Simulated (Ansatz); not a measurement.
An input for Ansatz 0.2.0 (Eu):

File run.py:

```python
import json

import ase.io
import numpy as np

import ansatz as az

atoms = ase.io.read("Eu.cif")
atoms.info.pop("occupancy", None)
atoms.set_initial_magnetic_moments([1.0])

calculation = (
    az.Crystal.from_ase(atoms)
    .symmetry(detect=False)
    .calculation()
    .kpoints(8, 8, 8)
    .functional("revpbe")
    .pseudopotentials(kind="paw", source="jth")
    .hubbard(projectors="all-electron-ortho-atomic")
    .hubbard("Eu", "f", u_eff=4.0)
    .spin("collinear", total=1.0, lock="hard")
    .scf(extra_bands=14)
    .mixing(preconditioner="kerker_dos")
    .occupations(method="fermi_dirac", width=0.1)
    .wannier(mesh=(6, 6, 6), projections=(az.TrialShell(site=0, l="s"), az.TrialShell(site=0, l="p")),
        minimise=True, disentanglement_window=(-7.9, 24.1), disentanglement_frozen_window=(-4.9, 8.6),
        write_xyz=True)
    .band_table(publish=True)
)
outcome = calculation.run(threads=2, events_out="events.jsonl")

report = outcome.report
for line in open("events.jsonl"):
    event = json.loads(line)
    if event["event"] == "scf_iter":
        d = event["data"]
        print(f"SCF {d['iter']:3d}  HF = {d['harris_foulkes_ev']:.6f} eV  dr2 = {d['dr2_ev']:.2e} eV")
    elif event["event"] in ("relax_step", "md_step"):
        d = event["data"]
        print(f"{event['event']} {d['step']:3d}  E = {d['lagrangian_ev']:.6f} eV")
np.set_printoptions(precision=5, suppress=True, linewidth=110)
print("converged:", report["converged"], "after", report["n_iterations"], "iterations")
print(f"free energy {report['free_energy_ev']:.6f} eV, Fermi level {report['fermi_energy_ev']:.4f} eV")
for key in ("band_edges_ev", "magnetization_mub", "site_moments_mub", "site_moments_nc_mub", "forces_ev_ang",
                "stress_gpa", "kpoints_frac", "eigenvalues_ev"):
    if report.get(key) is not None:
        print(key, np.array(report[key]), sep="\n")
```

Eu.cif

```cif
data_Eu
_cell_length_a 3.98891301
_cell_length_b 3.98891301
_cell_length_c 3.98891301
_cell_angle_alpha 109.47122063
_cell_angle_beta 109.47122063
_cell_angle_gamma 109.47122063
_space_group_name_H-M_alt 'P1'
_space_group_name_Hall 'P 1'
_space_group_IT_number 1
loop_
_space_group_symop_operation_xyz
'x,y,z'
loop_
_atom_site_label
_atom_site_type_symbol
_atom_site_symmetry_multiplicity
_atom_site_Wyckoff_symbol
_atom_site_fract_x
_atom_site_fract_y
_atom_site_fract_z
_atom_site_occupancy
Eu1 Eu 1 a 0.0000000000 0.0000000000 0.0000000000 1
```

Potentials or basis: JTH PAW.

Launch:

```sh
$ python run.py
```

How does this run end?

The run stopped without a result. It printed:

Output:

```text
Traceback (most recent call last):
  File "run.py", line 30, in <module>
  [frames inside libraries left out]
ansatz.RefusalError: inconsistent input (output.wannier, hamiltonian.pseudopotentials): output.wannier: this run holds no symmetry group (crystal.symmetry.detect). On PAW files bands that the crystal's symmetry makes degenerate can then part by more than the end of the set can be checked for, and the set is refused — turn symmetry detection on; or set crystal.symmetry: { detect: false, analysis: as_solved } (a key that needs symmetry detection or time reversal refuses this as the deck is read), under which the count is checked by the level width alone
```
